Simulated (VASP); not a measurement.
# VASP 6.6.1 run: AlN

INCAR

```
AMIX = 2
ALGO = Normal
SIGMA = 0.01
METAGGA = R2SCAN
LASPH = .TRUE.
IBRION = -1
NSW = 0
PREC = Accurate
IMIX = 1
BMIX = 0.0001
ISIF = 2
ISMEAR = 0
NBANDS = 11
NELM = 83
EDIFF = 1E-7
ENCUT = 520
LWAVE = .FALSE.
LCHARG = .FALSE.
LREAL = .FALSE.
```

KPOINTS

```
KPOINTS created by Atomic Simulation Environment
0
Gamma
10 10 10
0 0 0
```

POSCAR

```
Al N
 1.0000000000000000
     0.0000000000000000    1.9381137141000000    1.9381137141000000
     1.9381137141000000    0.0000000000000000    1.9381137141000000
     1.9381137141000000    1.9381137141000000    0.0000000000000000
 Al  N
   1   1
Cartesian
  0.0000000000000000  0.0000000000000000  0.0000000000000000
  1.9381137141000000  1.9381137141000000  1.9381137141000000
```

The recommended PBE PAW datasets give the neutral cell 8 valence electrons.

Command

```
mpirun -np 1 vasp_std
```

OSZICAR

```
N       E                     dE             d eps       ncg     rms          rms(c)
DAV:   1     0.538707333018E+01    0.53871E+01   -0.42219E+03  1098   0.648E+02
DAV:   2    -0.217569237226E+02   -0.27144E+02   -0.26666E+02  1266   0.153E+02
DAV:   3    -0.223651717622E+02   -0.60825E+00   -0.60757E+00  1258   0.203E+01
DAV:   4    -0.223673104723E+02   -0.21387E-02   -0.21386E-02  1154   0.130E+00
DAV:   5    -0.223673271815E+02   -0.16709E-04   -0.16709E-04  1232   0.109E-01    0.864E+00
DAV:   6    -0.376881664536E+02   -0.15321E+02   -0.15491E+02  1151   0.738E+01    0.250E+01
DAV:   7    -0.155158533201E+03   -0.11747E+03   -0.84331E+02  1079   0.174E+02    0.707E+01
DAV:   8    -0.115493773699E+04   -0.99978E+03   -0.89002E+03  1349   0.581E+02    0.135E+02
DAV:   9    -0.335628182051E+04   -0.22013E+04   -0.20057E+04  1641   0.340E+02    0.388E+02
DAV:  10    -0.713636977448E+04   -0.37801E+04   -0.35486E+04  1551   0.100E+03    0.142E+03
DAV:  11    -0.124579684303E+05   -0.53216E+04   -0.49334E+04  2062   0.690E+02    0.321E+03
```

Standard output (part)

```
POSCAR found type information on POSCAR AlN
 POSCAR found :  2 types and       2 ions
 LDA part: xc-table for (None), standard interpolation
 POSCAR, INCAR and KPOINTS ok, starting setup
 WAVECAR not read
 entering main loop
|     EEEEEEE  RRRRRR   RRRRRR   OOOOOOO  RRRRRR      ###     ###     ###     |
|     E        R     R  R     R  O     O  R     R     ###     ###     ###     |
|     E        R     R  R     R  O     O  R     R     ###     ###     ###     |
|     EEEEE    RRRRRR   RRRRRR   O     O  RRRRRR       #       #       #      |
|     E        R    R   R    R   O     O  R    R      ###     ###     ###     |
|     EEEEEEE  R     R  R     R  OOOOOOO  R     R     ###     ###     ###     |
|     ERROR FEXCP: supplied Exchange-correletion table                        |
|      is too small, maximal index : 4357                                     |
|       ---->  I REFUSE TO CONTINUE WITH THIS SICK JOB ... BYE!!! <----       |
```

VASP stopped with an error.

Q: Find the fault in these files.

A: Mixing far too strong. VASP stopped with an error.
